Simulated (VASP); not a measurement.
# NaCl: molecular dynamics with a monitored distance, by stops when the distance exceeds

NaCl, Fm-3m (no. 225), 8 atoms in the cell. PBE, molecular dynamics; PAW potentials Cl, Na (PBE set).

| Stops when the distance exceeds (Å) | Largest distance met (Å) | Steps run | Mean temperature (K) | Time (s) |
|---|---|---|---|---|
| 2.962 | 2.794 | 80 | 511 | 98 |
| 4.471 | 2.794 | 80 | 511 | 106 |

Limits: 160 fs of 8 atoms are too short for converged averages; the distance is that to the nearest periodic copy, which so small a cell caps.

## Input of the first row

INCAR:
```
ALGO = Normal
ANDERSEN_PROB = 0.05
EDIFF = 1E-5
ENCUT = 260
GGA = PE
IBRION = 0
ISIF = 2
ISMEAR = 0
ISYM = 0
KPAR = 2
LASPH = T
LCHARG = F
LREAL = Auto
LWAVE = F
MDALGO = 1
NELM = 60
NELMIN = 4
NSW = 80
POTIM = 2.0
PREC = Normal
RANDOM_SEED = 92411 0 0
SIGMA = 0.05
TEBEG = 600
TEEND = 600
VALUE_MAX = 2.962
VALUE_MIN = 1.397
```

KPOINTS:
```
k-points
0
Monkhorst-Pack
  2 2 2
```

ICONST:
```
R 1 8 7
```

POSCAR:
```
NaCl
1.0
    5.5881264354      0.0000000000      0.0000000000
    0.0000000000      5.5881264354      0.0000000000
    0.0000000000      0.0000000000      5.5881264354
Cl Na
4 4
Direct
    0.5000000000      0.0000000000      0.0000000000
    0.5000000000      0.5000000000      0.5000000000
    0.0000000000      0.0000000000      0.5000000000
    0.0000000000      0.5000000000      0.0000000000
    0.0000000000      0.0000000000      0.0000000000
    0.0000000000      0.5000000000      0.5000000000
    0.5000000000      0.0000000000      0.5000000000
    0.5000000000      0.5000000000      0.0000000000
```

Commands:
```
cat potpaw_PBE.64/Cl/POTCAR potpaw_PBE.64/Na/POTCAR > POTCAR
mpirun -np 2 vasp_std > vasp.out
```

Changes of the last row against the first:
```
- VALUE_MAX = 2.962
+ VALUE_MAX = 4.471
```

VASP 6.6.1 took 98 s on 2 cores (Intel Xeon 6975P-C (Granite Rapids)), a shared host.
